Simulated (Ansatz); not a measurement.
TiB2 under changes of volume

One of the cells (8.552 Å³/atom); the others are scaled copies at fixed shape and fractional positions:

```
Ti B
1.0
     3.02920    0.00000    0.00000
    -1.51460    2.62336    0.00000
     0.00000    0.00000    3.22840
Ti B
1 2
Cartesian
  0.0000 0.0000 0.0000
  1.5146 0.8745 1.6142
  0.0000 1.7489 1.6142
```

```yaml
Program: Ansatz 0.2.0
Functional: LDA
Potentials_or_basis: Ansatz PAW
Cutoff: "420 eV (not typed: the program's choice for these potentials)"
k_mesh: 10 × 10 × 8
Occupations: fermi-dirac, width 0.05 eV
Spin: no spin polarisation
```

| volume (Å³/atom) | energy over the lowest point (meV/atom) | pressure (GPa) |
| --- | --- | --- |
| 8.039 | 2.43 | 5.4 |
| 8.210 | 0.00 | -0.7 |
| 8.381 | 3.75 | -6.2 |
| 8.552 | 13.09 | -11.2 |
| 8.723 | 27.48 | -15.7 |
| 8.894 | ? | ? |
| 9.065 | 69.51 | -23.4 |

Task: What does the run at 8.894 Å³/atom give?

Result: Energy over the lowest point 46.42 meV/atom; pressure -19.7 GPa.

Worked out: A Birch-Murnaghan fit of order 3 (a polynomial in V^(-2/3)) to the other rows has its minimum at 8.19 Å³/atom with B0 = V·E''(V) = 281 GPa and B' = 3.9 at fixed shape and positions, which overstates the stiffness. It gives 46.43 meV/atom at 8.894 Å³/atom, against the run's 46.42, and -dE/dV = -19.8 GPa, against -19.7.

Energies are extrapolated to zero smearing.

Caveats: the PAW data sets come from PBE, with cores solved anew for the run's functional, which leaves a small shift of forces and pressure.
